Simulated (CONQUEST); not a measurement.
**HfC under changes of volume**

One of the cells (12.568 Å³/atom); the others are scaled copies at fixed shape and fractional positions:

```xyz
4
Lattice="3.2880 0.0000 0.0000 0.0000 3.2880 0.0000 0.0000 0.0000 4.6500" Properties=species:S:1:pos:R:3 pbc="T T T"
Hf    0.0000    0.0000    2.3250
Hf    1.6440    1.6440    0.0000
C     0.0000    0.0000    0.0000
C     1.6440    1.6440    2.3250
```

```yaml
Program: CONQUEST 1.3
Functional: PBE
Potentials_or_basis: PseudoDojo NC PBE, DZP, grid of 32 × 32 × 48 points
k_mesh: 8 × 8 × 6
Occupations: fermi-dirac, width 0.05 eV
Spin: no spin polarisation
```

```csv
volume (Å³/atom),energy over the lowest point (meV/atom),pressure (GPa)
11.814,?,?
12.065,20.87,12.4
12.317,5.60,6.6
12.568,0.00,1.1
12.819,1.43,-3.1
13.071,9.57,-7.7
13.322,25.00,-11.7
```

Q: What does the run at 11.814 Å³/atom give?

A: Energy over the lowest point 44.50 meV/atom; pressure 18.1 GPa.

Worked out: A Birch-Murnaghan fit of order 3 (a polynomial in V^(-2/3)) to the other rows has its minimum at 12.64 Å³/atom with B0 = V·E''(V) = 242 GPa and B' = 3.9. It gives 44.99 meV/atom at 11.814 Å³/atom, against the run's 44.50, and -dE/dV = 18.7 GPa, against 18.1.

Energies are extrapolated to zero smearing.

Caveats: the basis of atomic orbitals isn't converged, which shifts pressures, moduli and gaps; the real-space grid breaks the cell's symmetry a little (some runs).
